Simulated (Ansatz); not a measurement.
AlSb:
```
CELL_PARAMETERS angstrom
      0.00000     3.11257     3.11257
      3.11257     0.00000     3.11257
      3.11257     3.11257     0.00000
ATOMIC_POSITIONS crystal
  Sb 0.75000 0.75000 0.75000
  Al 0.00000 0.00000 0.00000
```

Relaxed with PBE. Special points in fractions of this cell's reciprocal vectors: Γ (0.000, 0.000, 0.000); X (0.500, 0.000, 0.500); U (0.625, 0.250, 0.625); K (0.375, 0.375, 0.750); L (0.500, 0.500, 0.500); W (0.500, 0.250, 0.750).

List the band energies nearest the valence-band maximum at these points for PBE (plane waves, PAW; program Ansatz).

In eV from the valence-band maximum; about four levels below and three above (degenerate sets whole), none deeper than 8.9 eV; points with the same levels are listed once.

```csv
k,below,above
Γ,0.00 0.00 0.00,1.28 3.09 3.09 3.09
X,-8.63 -5.36 -2.09 -2.09,1.30 1.47 8.50 8.50
U,-8.67 -5.17 -3.09 -1.76,1.73 4.02 6.68
L,-5.24 -0.87 -0.87,1.24 3.73 3.73
W,-8.61 -5.15 -2.89 -2.59,3.96 4.29 4.48
```

Space group F-43m (zinc blende). Symmetry was held in the PBE relaxation; of distortions, only those at the zone centre were tested. Spin–orbit coupling is left out wherever it is not named.

Potentials: the later of the program's two PAW sets.
